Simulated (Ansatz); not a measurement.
# Ta (Im-3m), a film clamped to a substrate

Level of theory: Ansatz, DFT PBE, scalar-relativistic, plane waves, PAW. The runs took a 420 eV cutoff, a Γ-centred 26×26×26 mesh and Gaussian smearing (0.15 eV). Spin–orbit coupling is left out, which can shift energies with elements as heavy as these. No spin polarisation. Energies are free energies at this smearing, counted from the undisturbed cell; pressure is positive in compression.

The undisturbed cell (relaxed at this level; with this scan's settings it stands at 0.2 GPa):

```
Ta
1.0
    -1.65939    1.65939    1.65939
     1.65939   -1.65939    1.65939
     1.65939    1.65939   -1.65939
Ta
1
Direct
  0.00000 0.00000 0.00000
```

The cell (1 atom, V0 = 18.28 Å³) is strained by p along both x and y and by q along z, fractional coordinates fixed. τp = (1/V0) ∂E/∂p = (σxx + σyy)(1 + p)(1 + q) and τq = (1/V0) ∂E/∂q = σzz(1 + p)², with tension positive.

| p | q | ΔE (meV/atom) | τp (GPa) | τq (GPa) |
| --- | --- | --- | --- | --- |
| 0.000 | 0.000 | 0.00 | -0.35 | -0.17 |
| -0.040 | 0.000 | 87.56 | -39.76 | -14.07 |
| 0.040 | 0.000 | 69.09 | 28.98 | 11.85 |
| 0.000 | -0.040 | 27.36 | -14.08 | -12.18 |
| 0.000 | 0.040 | 21.82 | 11.71 | 9.28 |

Problem. Get the second derivatives of the energy density.

Solution. Central differences give A = ∂τp/∂p = 859 GPa (C11 + C22 + 2 C12), C = ∂τq/∂q = 268 GPa (C33) and the cross term B = ∂τq/∂p = 324 GPa (C13 + C23); ∂τp/∂q = 322 GPa must equal B, and any difference shows higher-order terms. Steps this large leave an error of some per cent of A or C in all of these, which can swamp a small B. The ions are clamped. In a cubic crystal C11 = C = 268, C12 = B/2 = 162 GPa and A should be 2(C11 + C12) = 860 GPa; the bulk modulus is (C11 + 2 C12)/3 = 197 GPa.

Problem. A film of this crystal grows with z along the normal on a substrate that imposes p. How does its thickness respond, and what does the misfit cost?

Solution. Count p and q from the stress-free cell. A free surface needs τq = 0, so q = −(B/C) p = -1.21 p. The energy density left is (A − B²/C) p²/2 = M p², with the biaxial modulus M = 234 GPa; a misfit of 1 % costs 2.67 meV/atom, against 4.90 meV/atom if the thickness were held.

In a metal these slopes depend on the k mesh and the smearing.

Cost: 25 runs of about 11 core-minutes in all, on Intel Xeon Processor @ 2.50GHz (Skylake/Cascade Lake) (shared hosts).

Letting the thickness respond nearly halves the misfit energy, from 4.90 to 2.67 meV/atom at 1 % misfit. The film still doesn't conserve volume: the normal strain is -1.21 times the in-plane strain, whereas constant volume would require a factor of minus two. Tantalum's partly filled d band gives strong cohesion and a high resistance to volume change, while a tetragonal distortion at fixed volume costs less, as C11 = 268 GPa against C12 = 162 GPa implies. The film therefore relaxes by trading some volume change for shear.

For both strain directions, compression costs more than equal extension, as expected from the steep rise of short-range repulsion and electronic kinetic energy as atoms approach. The harmonic misfit energy therefore probably underestimates the cost of large compressive misfits and overestimates that of tensile ones. Clamping the ions removes no internal relaxation here, because the single atom in the primitive cell sits at an inversion centre. Since C44 is not probed, the biaxial modulus can't be carried over to films of other orientations.
